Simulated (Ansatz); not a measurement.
# GaN (P6_3mc): the equilibrium volume

At what volume is GaN (P6_3mc) free of pressure?

Program: Ansatz 0.2.0. Level of theory: DFT PBEsol, scalar-relativistic, plane waves, PAW. These are calculated values, not measurements.

3 further runs of the same task are left out: 3 set aside as unsound or not needed. Runs told in other sessions of the task aren't counted.

## (1) The starting structure

Symmetry: P6_3mc, No. 186, hexagonal system. The conventional cell has a = 3.189 Å, b = 3.189 Å, c = 5.192 Å, α = 90.00°, β = 90.00°, γ = 120.00°. Ga (site symmetry 3m) is surrounded by 4 N at 1.95 to 1.96 Å. Around N (site symmetry 3m) lie 4 Ga at 1.95 to 1.96 Å.

Structure file:

```xyz
4
Lattice="3.1889 0.0000 0.0000 -1.5945 2.7617 0.0000 0.0000 0.0000 5.1924" Properties=species:S:1:pos:R:3 pbc="T T T"
Ga    1.5945    0.9206    2.5914
Ga    0.0000    1.8411    5.1876
N     1.5945    0.9206    4.5481
N     0.0000    1.8411    1.9519
```

## (2) At the starting volume (PBEsol, 6×6×4 mesh)

Input file input.yaml:

```yaml
crystal:
  lattice:
    - [3.1889304035, 0.0, 0.0]
    - [-1.5944652018, 2.7616947404, 0.0]
    - [0.0, 0.0, 5.19235725]
  atoms:
    - { symbol: Ga, position: [0.66666667, 0.33333333, 0.49908371] }
    - { symbol: Ga, position: [0.33333333, 0.66666667, 0.99908371] }
    - { symbol: "N", position: [0.66666667, 0.33333333, 0.87591629] }
    - { symbol: "N", position: [0.33333333, 0.66666667, 0.37591629] }
basis:
  ecutwfc: 420
kpoints:
  mp_grid: { grid: [6, 6, 4] }
hamiltonian:
  xc: pbesol
scf:
  occupations: { method: gaussian, width: 0.1 }
output:
  forces: true
  stress: true
  eigenvalues: true
```

Run with:

```
$ ansatz run input.yaml --threads 8 --pin off --max-ram 16384MiB --backend cpu --events-out ev --progress --plain --runs-dir out
```

The log of the run:

```text
Warning: RAYON_NUM_THREADS=8 ignored (pool sized by the plan → 8); use --threads N
Engine: ansatz 0.2.0, aarch64-unknown-linux-gnu
Pseudopotentials: kind: paw
Pseudopotential: Ga, paw, valence charge 13, recommended cutoff 420 eV (normal), Ga.paw.azcp
Pseudopotential: N, paw, valence charge 5, recommended cutoff 420 eV (normal), N.paw.azcp
Functional definition: PBEsol
  exchange = pbesol_x
  correlation = pbesol_c
Crystal: 4 atoms, lattice volume = 45.728 Å³
Basis set: ecut = 420 eV, 917 PW (Γ), exchange–correlation on 48×48×72 points (8 copies of the dense FFT grid, shifted against one another)
Bands: 22, of which v1, the nominal top of the filled ones, is band 18 counted from 1 (17 counted from 0)
Symmetry: 12 space group operations
Space group: P63mc (ITA 186), of the structure as read, at distance tolerance 3.6e-5 Å
k-points: 21 of 144 (time reversal used)
Non-local potential: Ga, projectors of the file, l = 0: 2, l = 1: 2, l = 2: 3, l = 3: 1
Non-local potential: N, projectors of the file, l = 0: 2, l = 1: 2, l = 2: 1
PAW form: soft (Blöchl's): semilocal exchange-correlation on the pseudo side does not see the compensation charge
PAW frozen core: Ga, regenerated for the run's functional, and the local potential with it (the file was generated under x = pbe(κ = 0.804, μ = 0.2195149727645171), c = pbe(β = 0.06672455060314922))
PAW frozen core: N, regenerated for the run's functional, and the local potential with it (the file was generated under x = pbe(κ = 0.804, μ = 0.2195149727645171), c = pbe(β = 0.06672455060314922))
PAW one-centre angular grid: Ga, 590 points (default); XC on 64 Gauss nodes
PAW one-centre angular grid: N, 110 points (default); XC on 64 Gauss nodes
Initial density: superposition of atomic densities (neutral atoms: chi_scale 0, normalization atom), corrected by the library's trained network
Initial wavefunctions: pseudopotential atomic-orbital guess
Functional: x = pbesol(κ = 0.804, μ = 0.12345679012345678), c = pbesol(β = 0.046)
SCF iter   1: F=—  HF=-8245.708483 eV  |F-HF|=—  |Δ(HF+E_count)|=         —  Δρ=1.25e-2  dr2=6.95e-2  ethr=1.77e-3  ⟨swp⟩=4.6  Hψ=1785  notcnv=0
preconditioner: auto → Resta (q_TF=auto, 2.622 Å⁻¹)  ε∞=5.0  [insulator: Δε(μ)=1.749 eV  Ē_g=16.460 eV  σ=0.100 eV  W_gap=1.00  n_scr=22 (ndim 8)  ℏωp=32.9 eV  f_vac=0.009  D(μ)=0.00/eV (n_scr^D=0)  ε∞_Penn≈5.0]
SCF iter   2: F=—  HF=-8245.688897 eV  |F-HF|=—  |Δ(HF+E_count)|=   1.96e-2  Δρ=1.84e-3  dr2=1.59e-3  ethr=1.93e-4  ⟨swp⟩=2.1  Hψ=809  notcnv=0
SCF iter   3: F=—  HF=-8245.688715 eV  |F-HF|=—  |Δ(HF+E_count)|=   1.82e-4  Δρ=8.69e-4  dr2=2.57e-4  ethr=4.40e-6  ⟨swp⟩=2.1  Hψ=597  notcnv=0
SCF iter   4: F=—  HF=-8245.688738 eV  |F-HF|=—  |Δ(HF+E_count)|=   2.22e-5  Δρ=1.54e-4  dr2=1.22e-5  ethr=7.14e-7  ⟨swp⟩=2.0  Hψ=840  notcnv=0
SCF iter   5: F=—  HF=-8245.688715 eV  |F-HF|=—  |Δ(HF+E_count)|=   2.23e-5  Δρ=1.04e-4  dr2=3.12e-6  ethr=3.39e-8  ⟨swp⟩=2.0  Hψ=836  notcnv=0
SCF iter   6: F=—  HF=-8245.688717 eV  |F-HF|=—  |Δ(HF+E_count)|=   1.92e-6  Δρ=1.99e-5  dr2=1.31e-7  ethr=8.67e-9  ⟨swp⟩=2.8  Hψ=840  notcnv=0
SCF iter   7: F=-8245.688717 eV  HF=-8245.688717 eV  |F-HF|=5.16e-9  |Δ(HF+E_count)|=   7.76e-8  Δρ=3.02e-6  dr2=4.10e-9  ethr=2.78e-10  ⟨swp⟩=4.0  Hψ=1577  notcnv=0
SCF 1 converged in 7 iterations: F = -8245.688717 eV  dr2 = 4.10e-9
SCF converged after 7 iterations
Free energy (F): -8245.688717 eV
Harris-Foulkes:  -8245.688717 eV  (|F-HF|=5.16e-9)
Internal energy: -8245.688717 eV  (E = F + TS)
E sigma→0 (E₀):  -8245.688717 eV
Fermi energy:    10.466145 eV
--- Per-component energies (eV) ---
  E_band       = -15.671113
  E_kinetic    = 493.117196
  E_local      = -3905.798507  (includes V_loc(G=0)·N_el)
  E_nonlocal   = 951.043420
  E_hartree    = 1794.030134
  E_xc         = -255.231696
  E_vxc        = -267.538158  (∫ρ·V_xc dr)
  E_paw        = -4152.126517  (= ΣΔE_a)
  E_vpaw       = -874.556208  (= ΣTr[D̂ρ^β])
  E_aug_tail   = 0.000113  (compensation charges beyond the density's cutoff)
  E_ewald      = -3172.505015
  E_core_change = 1.782153  (= ΣΔE_core)
  E_smearing   = -0.000000  (= −TS)
  E_closure    = 0.000000  (closes the sum)
  Σ components = -8245.688717   (vs F -8245.688717, Δ=0.00e0)
--- Forces (eV/Å), atoms counted from 1 ---
  atom   1  Ga    -0.00000000    -0.00000000     0.00559050
  atom   2  Ga     0.00000000     0.00000000     0.00559050
  atom   3  N     -0.00000000    -0.00000000    -0.00559315
  atom   4  N      0.00000000     0.00000000    -0.00559315
  max |Σ_I F_I| component: 5.30e-6 eV/Å
--- Stress (GPa, compression-positive) ---
       -1.034127      -0.000000      -0.000000
       -0.000000      -1.034127       0.000000
       -0.000000       0.000000      -0.970246
  P = ⅓ Tr σ = -1.0128 GPa (-10.128 kbar)
--- Band table (eV; the first three rows and the last of 21) ---
  k-point 0: bands = ["-6.4200", "-5.5057", "-3.9363", "-3.9214", "-3.9214", "-3.8607", "-3.8607", "-3.6693", "-3.6693", "-3.5709", "-3.5709", "-2.3002", "2.4283", "8.4999", "8.4999", "9.5050", "9.5433", "9.5433", "11.3853", "13.7026", "18.6257", "19.3233"]
  k-point 1: bands = ["-6.2430", "-5.5781", "-3.9178", "-3.9178", "-3.8797", "-3.8745", "-3.8745", "-3.6499", "-3.6499", "-3.5807", "-3.5807", "-2.8594", "3.4917", "7.9891", "8.6465", "8.6465", "9.3840", "9.3840", "12.5935", "13.8119", "18.2336", "18.9568"]
  k-point 2: bands = ["-5.8541", "-5.8541", "-3.9010", "-3.9010", "-3.9010", "-3.9010", "-3.6108", "-3.6108", "-3.6108", "-3.6108", "-3.5833", "-3.5833", "5.6729", "5.6729", "9.0089", "9.0089", "9.0089", "9.0089", "13.7139", "13.7139", "17.8958", "17.8958"]
  k-point 20: bands = ["-5.3353", "-5.3353", "-3.8030", "-3.8030", "-3.7867", "-3.7867", "-3.6488", "-3.6488", "-3.6244", "-3.6244", "-1.8472", "-1.8472", "3.3335", "3.3335", "5.2975", "5.2975", "8.0589", "8.0589", "15.8551", "15.8551", "16.7360", "16.7360"]
```

Run time: 0.53 s. Hardware: 8 threads of Arm Neoverse V1, shared host; peak memory 0.37 GiB.

Result: volume 11.432 Å³/atom, pressure -1.01 GPa, gap on the mesh 1.84 eV.

## (3) Relaxing cell and atoms

input.yaml: that of step 2 with these lines changed.

```diff
@@ -13,3 +13,3 @@
 kpoints:
-  mp_grid: { grid: [6, 6, 4] }
+  mp_grid: { grid: [9, 9, 6] }
 hamiltonian:
@@ -17,3 +17,3 @@
 scf:
-  occupations: { method: gaussian, width: 0.1 }
+  occupations: { method: gaussian, width: 0.02 }
 output:
@@ -22 +22,6 @@
   eigenvalues: true
+relax:
+  adjacent_minimum: "off"
+  f_tol: 0.005
+  max_steps: 80
+  cell: { stress_tol: 0.05 }
```

Run with:

```
$ ansatz run input.yaml --threads 8 --pin off --max-ram 16384MiB --backend cpu --events-out ev --progress --plain --runs-dir out
```

The log of the run:

```text
Warning: RAYON_NUM_THREADS=8 ignored (pool sized by the plan → 8); use --threads N
[... 7 set-up lines as earlier in the session ...]
Crystal: 4 atoms, lattice volume = 45.728 Å³
Basis set: ecut = 420 eV, 917 PW (Γ), exchange–correlation on 48×48×72 points (8 copies of the dense FFT grid, shifted against one another)
Bands: 22, of which v1, the nominal top of the filled ones, is band 18 counted from 1 (17 counted from 0)
[... 2 set-up lines as earlier in the session ...]
k-points: 48 of 486 (time reversal used)
[... 10 set-up lines as earlier in the session ...]
SCF iter   1: F=—  HF=-8245.713497 eV  |F-HF|=—  |Δ(HF+E_count)|=         —  Δρ=1.27e-2  dr2=7.15e-2  ethr=1.77e-3  ⟨swp⟩=5.3  Hψ=4351  notcnv=0
preconditioner: auto → Resta (q_TF=auto, 2.622 Å⁻¹)  ε∞=5.0  [insulator: Δε(μ)=1.749 eV  Ē_g=16.462 eV  σ=0.020 eV  W_gap=1.00  n_scr=22 (ndim 8)  ℏωp=32.9 eV  f_vac=0.009  D(μ)=0.00/eV (n_scr^D=0)  ε∞_Penn≈5.0]
SCF iter   2: F=—  HF=-8245.693356 eV  |F-HF|=—  |Δ(HF+E_count)|=   2.01e-2  Δρ=1.87e-3  dr2=1.62e-3  ethr=1.99e-4  ⟨swp⟩=2.1  Hψ=1849  notcnv=0
SCF iter   3: F=—  HF=-8245.693169 eV  |F-HF|=—  |Δ(HF+E_count)|=   1.87e-4  Δρ=8.90e-4  dr2=2.72e-4  ethr=4.51e-6  ⟨swp⟩=2.2  Hψ=1433  notcnv=0
SCF iter   4: F=—  HF=-8245.693190 eV  |F-HF|=—  |Δ(HF+E_count)|=   2.12e-5  Δρ=1.60e-4  dr2=1.32e-5  ethr=7.55e-7  ⟨swp⟩=2.0  Hψ=1920  notcnv=0
SCF iter   5: F=—  HF=-8245.693166 eV  |F-HF|=—  |Δ(HF+E_count)|=   2.41e-5  Δρ=1.07e-4  dr2=3.31e-6  ethr=3.66e-8  ⟨swp⟩=2.0  Hψ=1912  notcnv=0
SCF iter   6: F=—  HF=-8245.693168 eV  |F-HF|=—  |Δ(HF+E_count)|=   2.06e-6  Δρ=1.92e-5  dr2=1.25e-7  ethr=9.19e-9  ⟨swp⟩=2.7  Hψ=1896  notcnv=0
SCF iter   7: F=-8245.693168 eV  HF=-8245.693168 eV  |F-HF|=5.22e-9  |Δ(HF+E_count)|=   8.20e-8  Δρ=3.05e-6  dr2=4.15e-9  ethr=2.78e-10  ⟨swp⟩=4.0  Hψ=3560  notcnv=0
SCF 1 converged in 7 iterations: F = -8245.693168 eV  dr2 = 4.15e-9
relax step   1: F+E_penalty+E_count = -8245.69316828 eV  Δ(F+E_penalty+E_count) = +0.000e0 eV  max|allowed force component| = 5.576e-3 eV/Å  Δτ_max = 0.0000 Å  P = -0.992 GPa  Ω = 45.728 Å³  (7 SCF iters, dr2 threshold 1.00e-7 eV, accepted)
Crystal: 4 atoms, lattice volume = 45.584 Å³
Basis set: ecut = 420 eV, 893 PW (Γ), exchange–correlation on 48×48×72 points (8 copies of the dense FFT grid, shifted against one another)
Initial density: handed on by an earlier stage of this run
Initial wavefunctions: those handed on with the density
iter 1 solved again at ethr=4.91e-7 eV; its pass at ethr=3.10e-3 eV (dr2=1.77e-4 eV) is discarded
SCF iter   1: F=—  HF=-8245.694343 eV  |F-HF|=—  |Δ(HF+E_count)|=         —  Δρ=5.99e-4  dr2=1.80e-4  ethr=4.91e-7  ⟨swp⟩=2.4  Hψ=5244  notcnv=0
preconditioner: auto → Resta (q_TF=auto, 2.623 Å⁻¹)  ε∞=5.0  [insulator: Δε(μ)=1.866 eV  Ē_g=16.507 eV  σ=0.020 eV  W_gap=1.00  n_scr=22 (ndim 8)  ℏωp=33.0 eV  f_vac=0.007  D(μ)=0.00/eV (n_scr^D=0)  ε∞_Penn≈5.0]
SCF iter   2: F=—  HF=-8245.694279 eV  |F-HF|=—  |Δ(HF+E_count)|=   6.35e-5  Δρ=1.36e-4  dr2=7.88e-6  ethr=4.91e-7  ⟨swp⟩=2.0  Hψ=1336  notcnv=0
SCF iter   3: F=—  HF=-8245.694279 eV  |F-HF|=—  |Δ(HF+E_count)|=   1.88e-7  Δρ=7.81e-5  dr2=2.31e-6  ethr=1.11e-9  ⟨swp⟩=5.1  Hψ=4685  notcnv=0
SCF iter   4: F=-8245.694279 eV  HF=-8245.694279 eV  |F-HF|=1.93e-7  |Δ(HF+E_count)|=   3.50e-7  Δρ=1.69e-5  dr2=1.13e-7  ethr=1.11e-9  ⟨swp⟩=2.1  Hψ=4048  notcnv=0
SCF 2 converged in 4 iterations: F = -8245.694279 eV  dr2 = 1.13e-7
relax step   2: F+E_penalty+E_count = -8245.69427904 eV  Δ(F+E_penalty+E_count) = -1.111e-3 eV  max|allowed force component| = 3.622e-3 eV/Å  Δτ_max = 0.0004 Å  P = -0.392 GPa  Ω = 45.584 Å³  energy of the carried Pulay correction = +4.756e-4 eV  (4 SCF iters, dr2 threshold 4.00e-7 eV, accepted)
Crystal: 4 atoms, lattice volume = 45.490 Å³
iter 1 solved again at ethr=2.17e-7 eV; its pass at ethr=3.10e-3 eV (dr2=7.82e-5 eV) is discarded
SCF iter   1: F=—  HF=-8245.694743 eV  |F-HF|=—  |Δ(HF+E_count)|=         —  Δρ=3.93e-4  dr2=7.93e-5  ethr=2.17e-7  ⟨swp⟩=2.2  Hψ=5094  notcnv=0
preconditioner: auto → Resta (q_TF=auto, 2.624 Å⁻¹)  ε∞=5.0  [insulator: Δε(μ)=1.878 eV  Ē_g=16.521 eV  σ=0.020 eV  W_gap=1.00  n_scr=22 (ndim 8)  ℏωp=33.0 eV  f_vac=0.007  D(μ)=0.00/eV (n_scr^D=0)  ε∞_Penn≈5.0]
SCF iter   2: F=—  HF=-8245.694706 eV  |F-HF|=—  |Δ(HF+E_count)|=   3.69e-5  Δρ=8.74e-5  dr2=3.84e-6  ethr=2.17e-7  ⟨swp⟩=2.0  Hψ=1348  notcnv=0
SCF iter   3: F=—  HF=-8245.694706 eV  |F-HF|=—  |Δ(HF+E_count)|=   4.87e-8  Δρ=5.22e-5  dr2=1.14e-6  ethr=1.11e-9  ⟨swp⟩=5.0  Hψ=4444  notcnv=0
SCF iter   4: F=-8245.694706 eV  HF=-8245.694706 eV  |F-HF|=4.37e-9  |Δ(HF+E_count)|=   2.12e-7  Δρ=7.00e-6  dr2=1.91e-8  ethr=1.11e-9  ⟨swp⟩=5.0  Hψ=4478  notcnv=0
SCF 3 converged in 4 iterations: F = -8245.694706 eV  dr2 = 1.91e-8
relax step   3: F+E_penalty+E_count = -8245.69470630 eV  Δ(F+E_penalty+E_count) = -4.273e-4 eV  max|allowed force component| = 1.053e-3 eV/Å  Δτ_max = 0.0001 Å  P = +0.005 GPa  Ω = 45.490 Å³  energy of the carried Pulay correction = +7.876e-4 eV  (4 SCF iters, dr2 threshold 4.00e-7 eV, accepted)
Initial wavefunctions: pseudopotential atomic-orbital guess (no wavefunctions were taken with the density)
iter 1 solved again at ethr=2.09e-8 eV; its pass at ethr=3.10e-3 eV (dr2=7.51e-6 eV) is discarded
SCF iter   1: F=—  HF=-8245.694024 eV  |F-HF|=—  |Δ(HF+E_count)|=         —  Δρ=2.78e-5  dr2=6.20e-8  ethr=2.09e-8  ⟨swp⟩=3.1  Hψ=7502  notcnv=0
preconditioner: auto → Resta (q_TF=auto, 2.624 Å⁻¹)  ε∞=5.0  [insulator: Δε(μ)=1.875 eV  Ē_g=16.521 eV  σ=0.020 eV  W_gap=1.00  n_scr=22 (ndim 8)  ℏωp=33.0 eV  f_vac=0.007  D(μ)=0.00/eV (n_scr^D=0)  ε∞_Penn≈5.0]
SCF iter   2: F=—  HF=-8245.694012 eV  |F-HF|=—  |Δ(HF+E_count)|=   1.20e-5  Δρ=1.58e-5  dr2=2.86e-8  ethr=1.72e-10  ⟨swp⟩=2.0  Hψ=1920  notcnv=0
SCF iter   3: F=—  HF=-8245.694012 eV  |F-HF|=—  |Δ(HF+E_count)|=   2.83e-8  Δρ=6.33e-6  dr2=4.93e-9  ethr=7.94e-11  ⟨swp⟩=3.0  Hψ=2161  notcnv=0
SCF iter   4: F=—  HF=-8245.694012 eV  |F-HF|=—  |Δ(HF+E_count)|=   6.54e-9  Δρ=1.01e-6  dr2=3.28e-10  ethr=1.37e-11  ⟨swp⟩=2.0  Hψ=1870  notcnv=0
SCF iter   5: F=—  HF=-8245.694012 eV  |F-HF|=—  |Δ(HF+E_count)|=  1.76e-10  Δρ=4.33e-7  dr2=9.93e-11  ethr=1.00e-12  ⟨swp⟩=2.0  Hψ=1733  notcnv=0
SCF iter   6: F=-8245.694012 eV  HF=-8245.694012 eV  |F-HF|=1.82e-12  |Δ(HF+E_count)|=  9.09e-11  Δρ=8.79e-8  dr2=4.62e-12  ethr=1.00e-12  ⟨swp⟩=4.0  Hψ=3670  notcnv=0
SCF 4 converged in 6 iterations: F = -8245.694012 eV  dr2 = 4.62e-12
relax step   4: F+E_penalty+E_count = -8245.69401154 eV  Δ(F+E_penalty+E_count) = +6.948e-4 eV  max|allowed force component| = 1.104e-3 eV/Å  Δτ_max = 0.0000 Å  P = -0.018 GPa  Ω = 45.490 Å³  stress off target by 2.35e-2 GPa  SCF on the basis re-selected at this cell (its energy is not comparable with the rows above)  (6 SCF iters)
basis re-selected at this cell: Δ(F+E_penalty+E_count) = +6.948e-4 eV, ΔP = -0.023 GPa vs the last step (what re-selecting the basis moved, of the pressure what is left beyond the Pulay correction that the steps carried, after the strain that the cell walked since its last selection, with what the two solves' SCF thresholds leave and, on support functions, any second-order correction that the steps lacked; it is no measure of the basis error at this ecutwfc). This SCF's stress stands 2.35e-2 GPa from its target on what of the cell is left free (relax.cell.stress_tol is 5.00e-2 GPa) and its largest allowed force component is 1.10e-3 eV/Å (relax.f_tol is 5.00e-3 eV/Å): within both
SCF converged after 6 iterations
Free energy (F): -8245.694012 eV
Harris-Foulkes:  -8245.694012 eV  (|F-HF|=1.82e-12)
Internal energy: -8245.694012 eV  (E = F + TS)
E sigma→0 (E₀):  -8245.694012 eV
Fermi energy:    10.559497 eV
--- Per-component energies (eV) ---
  E_band       = -13.170655
  E_kinetic    = 493.532983
  E_local      = -3897.504194  (includes V_loc(G=0)·N_el)
  E_nonlocal   = 951.064494
  E_hartree    = 1790.960859
  E_xc         = -255.409179
  E_vxc        = -267.767381  (∫ρ·V_xc dr)
  E_paw        = -4152.066343  (= ΣΔE_a)
  E_vpaw       = -874.418292  (= ΣTr[D̂ρ^β])
  E_aug_tail   = 0.000111  (compensation charges beyond the density's cutoff)
  E_ewald      = -3178.054895
  E_core_change = 1.782153  (= ΣΔE_core)
  E_smearing   = -0.000000  (= −TS)
  E_closure    = -0.000000  (closes the sum)
  Σ components = -8245.694012   (vs F -8245.694012, Δ=0.00e0)
--- Forces (eV/Å), atoms counted from 1 ---
  atom   1  Ga    -0.00000000    -0.00000000     0.00110328
  atom   2  Ga     0.00000000     0.00000000     0.00110328
  atom   3  N     -0.00000000    -0.00000000    -0.00110374
  atom   4  N      0.00000000     0.00000000    -0.00110374
  max |Σ_I F_I| component: 9.16e-7 eV/Å
--- Stress (GPa, compression-positive) ---
       -0.023471      -0.000000       0.000000
       -0.000000      -0.023471       0.000000
        0.000000       0.000000      -0.006558
  P = ⅓ Tr σ = -0.0178 GPa (-0.178 kbar)
--- Band table (eV; the first three rows and the last of 48) ---
  k-point 0: bands = ["-6.3872", "-5.4551", "-3.8621", "-3.8467", "-3.8467", "-3.7850", "-3.7850", "-3.5901", "-3.5901", "-3.4903", "-3.4903", "-2.2234", "2.4684", "8.5744", "8.5744", "9.5785", "9.6219", "9.6219", "11.4969", "13.8222", "18.7286", "19.4376"]
  k-point 1: bands = ["-6.3049", "-5.4865", "-3.8453", "-3.8453", "-3.8399", "-3.7916", "-3.7916", "-3.5808", "-3.5808", "-3.4947", "-3.4947", "-2.5131", "2.9850", "8.6407", "8.6407", "8.7587", "9.5486", "9.5486", "12.1853", "13.8773", "18.5359", "19.4693"]
  k-point 2: bands = ["-6.0857", "-5.5984", "-3.8392", "-3.8392", "-3.8079", "-3.8079", "-3.7476", "-3.5579", "-3.5579", "-3.5084", "-3.5084", "-3.0680", "4.2145", "7.3106", "8.8259", "8.8259", "9.3498", "9.3498", "13.1792", "13.9684", "18.1347", "18.5586"]
  k-point 47: bands = ["-5.2813", "-5.2813", "-3.7266", "-3.7266", "-3.7101", "-3.7101", "-3.5698", "-3.5698", "-3.5448", "-3.5448", "-1.7656", "-1.7656", "3.3898", "3.3898", "5.3492", "5.3492", "8.1230", "8.1230", "15.9625", "15.9625", "16.8237", "16.8237"]
--- Relaxed structure (3 steps of the walk, 3 accepted, 1 SCFs on fresh bases) ---
  F+E_penalty+E_count = -8245.69401154 eV   max|allowed force component| = 1.104e-3 eV/Å   (the final SCF, on the basis selected at the relaxed cell)
  cell:  # Å, volume = 45.4899 Å³
    - [3.1828016718084626, 2.881206215351697e-11, -4.120885430253674e-19]
    - [-1.5914008359291831, 2.7563871029793043, 3.5993969282602366e-19]
    - [-6.709807563229095e-19, 2.8934407373188384e-19, 5.185199765608936]
  atoms:
    - { symbol: Ga, position: [0.6666666666666667, 0.3333333333333333, 0.4991747701203686] }
    - { symbol: Ga, position: [0.3333333333333333, 0.6666666666666666, 0.9991747701203685] }
    - { symbol: N, position: [0.6666666666666667, 0.3333333333333333, 0.8758252298796316] }
    - { symbol: N, position: [0.3333333333333333, 0.6666666666666666, 0.3758252298796315] }
```

Wall time 3.4 s (8 threads of Arm Neoverse V1, shared host); peak memory 0.47 GiB.

Step by step:

```
step  energy from step 1 (meV/atom)  largest force component (eV/Å)  pressure (GPa)  volume (Å³/atom)
   1                            0.0                           0.006           -0.99            11.432
   2                           -0.3                           0.004           -0.39            11.396
   3                           -0.4                           0.001            0.01            11.372
   4                           -0.2                           0.001           -0.02            11.372
```

Step 1 is the start. Step 4 repeats the geometry before it on a plane-wave basis chosen anew for the final cell, which shifts the energy by +0.2 meV/atom.

Read off: volume 11.372 Å³/atom, pressure -0.02 GPa, gap on the mesh 1.88 eV.

## (4) The cell, before and after

The cell before and after:

| cell as typed | before | after | change |
| --- | --- | --- | --- |
| a (Å) | 3.189 | 3.183 | -0.2 % |
| b (Å) | 3.189 | 3.183 | -0.2 % |
| c (Å) | 5.192 | 5.185 | -0.1 % |
| volume (Å³/atom) | 11.432 | 11.372 | -0.5 % |
| shortest distance (Å) | 1.949 | 1.946 | -0.2 % |
| space group | P6_3mc | P6_3mc | same |

## (5) What came out

```
         quantity                                                                       value
           volume                                                              11.372 Å³/atom
         pressure                                                                   -0.02 GPa
conventional cell  a = 3.183 Å, b = 3.183 Å, c = 5.185 Å, α = 90.00°, β = 90.00°, γ = 120.00°
  gap on the mesh                                                                     1.88 eV
```

What this shows: From the first run shown, the volume went from 11.43 to 11.37 Å³/atom (-0.5 %) in 2 runs, where the pressure is zero within 0.02 GPa.

The gaps are Kohn-Sham values of a semilocal functional, not quasiparticle or optical gaps. Such gaps usually fall short of the measured ones.
